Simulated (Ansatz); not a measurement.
SnTe under changes of volume

One of the cells (47.091 Å³/atom); the others are scaled copies at fixed shape and fractional positions:

```xyz
2
Lattice="0.0000 3.6111 3.6111 3.6111 0.0000 3.6111 3.6111 3.6111 0.0000" Properties=species:S:1:pos:R:3 pbc="T T T"
Te    1.8056    1.8056    1.8056
Sn    0.0000    0.0000    0.0000
```

Measurements of this composition are mostly on another form, of space group No. 225.

* Program: Ansatz 0.2.0
* Functional: PBE
* Potentials or basis: Ansatz PAW
* Cutoff: 420 eV (not typed: the program's choice for these potentials)
* k mesh: 7 × 7 × 7
* Occupations: fermi-dirac, width 0.05 eV
* Spin: no spin polarisation

```csv
volume (Å³/atom),energy over the lowest point (meV/atom),pressure (GPa),gap on the mesh (eV)
44.265,13.70,1.6,0.18
45.207,5.75,1.0,0.24
46.149,1.29,0.5,0.29
47.091,0.00,-0.1,0.33
48.033,1.61,-0.5,0.38
48.974,?,?,?
49.916,12.41,-1.3,0.46
```

Question: What does the run at 48.974 Å³/atom give?

Answer: Energy over the lowest point 5.83 meV/atom; pressure -0.9 GPa; gap on the mesh 0.42 eV.

Worked out: A Birch-Murnaghan fit of order 3 (a polynomial in V^(-2/3)) to the other rows has its minimum at 47.02 Å³/atom with B0 = V·E''(V) = 25 GPa and B' = 3.8. It gives 5.82 meV/atom at 48.974 Å³/atom, against the run's 5.83, and -dE/dV = -0.9 GPa, against -0.9. A straight line through the other rows of the gap, of slope 2.31 eV per unit of ln V, gives 0.42 eV, against the run's 0.42.

Energies are extrapolated to zero smearing.

Caveats: odd divisions of the mesh miss points on the zone boundary, where band edges often lie, so the gap on the mesh can be too wide; spin-orbit coupling is left out, which moves the levels of the heavy elements.

A mesh can miss the band edges.
